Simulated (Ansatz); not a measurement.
Crystal: Au.

```
CELL_PARAMETERS angstrom
-1.65727 1.65727 1.65727
1.65727 -1.65727 1.65727
1.65727 1.65727 -1.65727
ATOMIC_POSITIONS crystal
Au 0.00000 0.00000 0.00000
```

This isn't the form of Au at room conditions, which is fcc.

Base run:

| Quantity | Value |
| --- | --- |
| Program | Ansatz 0.2.0 |
| Functional | PBE |
| Potentials or basis | Ansatz PAW |
| Cutoff | 420 eV (not typed: the program's choice for these potentials) |
| k mesh | 11 × 11 × 11 |
| Occupations | gaussian, width 0.02 eV |
| Spin | no spin polarisation |

Its results: band gap on the k mesh none (metal or under the smearing width); pressure -0.9 GPa.

Problem. The run is repeated on the same cell with these changes: functional from PBE to LDA; occupations from gaussian, width 0.02 eV to gaussian, width 0.1 eV. What comes out?

Solution. Band gap on the k mesh none (metal or under the smearing width); pressure -13.0 GPa.

Caveats: the PAW data sets come from PBE, with cores solved anew for the run's functional, which leaves a small shift of forces and pressure (some runs).
